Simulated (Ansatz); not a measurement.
Sr in Ansatz: the effect of functional

The system is Sr.

```xyz
1
Lattice="0.0000 3.0423 3.0423 3.0423 0.0000 3.0423 3.0423 3.0423 0.0000" Properties=species:S:1:pos:R:3 pbc="T T T"
Sr    0.0000    0.0000    0.0000
```

Alike in all runs:

```yaml
Program: Ansatz 0.2.0
Task: projected density of states
Potentials_or_basis: Ansatz PAW
k_mesh: 4 × 4 × 4
Occupations: fermi-dirac, width 0.05 eV
Spin: no spin polarisation
```

```tsv
functional	cutoff	pressure (GPa)
LDA	420 eV (not typed: the program's choice for these potentials)	-1.4
PBEsol	420 eV (not typed: the program's choice for these potentials)	?
RPBE	420 eV (not typed: the program's choice for these potentials)	0.6
revPBE	420 eV (not typed: the program's choice for these potentials)	0.5
r2SCAN	500 eV (not typed: the program's choice for these potentials)	0.4
HSE06	420 eV (not typed: the program's choice for these potentials)	0.4
PBE0	420 eV (not typed: the program's choice for these potentials)	0.4
r2SCAN0	500 eV (not typed: the program's choice for these potentials)	0.6
```

Task: What does the run with functional PBEsol give?

Result: Pressure -0.7 GPa.

Caveats: all runs use coarse meshes; the PAW data sets come from PBE, with cores solved anew for the run's functional, which leaves a small shift of forces and pressure; the thresholds are loose for stress (some runs).

Runs at the PBE level aren't shown here.
